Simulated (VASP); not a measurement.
A run of VASP 6.6.1:

Contents of INCAR:

```
ALGO = Normal ; EDIFF = 1E-6
EDIFFG = -0.005 ; ENCUT = 600
GGA = PE ; IBRION = 2
ISIF = 3 ; ISMEAR = -1
IVDW = 202 ; LASPH = True
LCHARG = False ; LREAL = False
LWAVE = False ; NELM = 60
NSW = 60 ; PREC = Accurate
SIGMA = 0.05
```

KPOINTS

```
k-points
0
Gamma
  10 10 2
```

POSCAR

```
SiC
1.0
    3.0950000000      0.0000000000      0.0000000000
   -1.5475000000      2.6803486247      0.0000000000
    0.0000000000      0.0000000000     15.1700000000
Si C
6 6
Direct
    0.6666666667      0.3333333333      0.4583000000
    0.3333333333      0.6666666667      0.9583000000
    0.6666666667      0.3333333333      0.7917000000
    0.3333333333      0.6666666667      0.2917000000
    0.0000000000      0.0000000000      0.6250000000
    0.0000000000      0.0000000000      0.1250000000
    0.6666666667      0.3333333333      0.3333000000
    0.3333333333      0.6666666667      0.8333000000
    0.6666666667      0.3333333333      0.6667000000
    0.3333333333      0.6666666667      0.1667000000
    0.0000000000      0.0000000000      0.5000000000
    0.0000000000      0.0000000000      0.0000000000
```

Potentials or basis: VASP PAW PBE potentials, release 64 (Si, C).

Command:

```console
$ cat potpaw_PBE.64/Si/POTCAR potpaw_PBE.64/C/POTCAR > POTCAR
$ mpirun -np 1 vasp_std > vasp.out
```

Hardware: 1 thread of Intel(R) Xeon(R) 6975P-C (Granite Rapids), with other jobs on the host.

Question: How long does it take, and how much memory?

Answer: Run time: 11 min on 1 thread of Intel(R) Xeon(R) 6975P-C (Granite Rapids), on a shared host, peak memory 0.36 GiB. Counts: scf iterations 52, k points 28, ion steps 10.
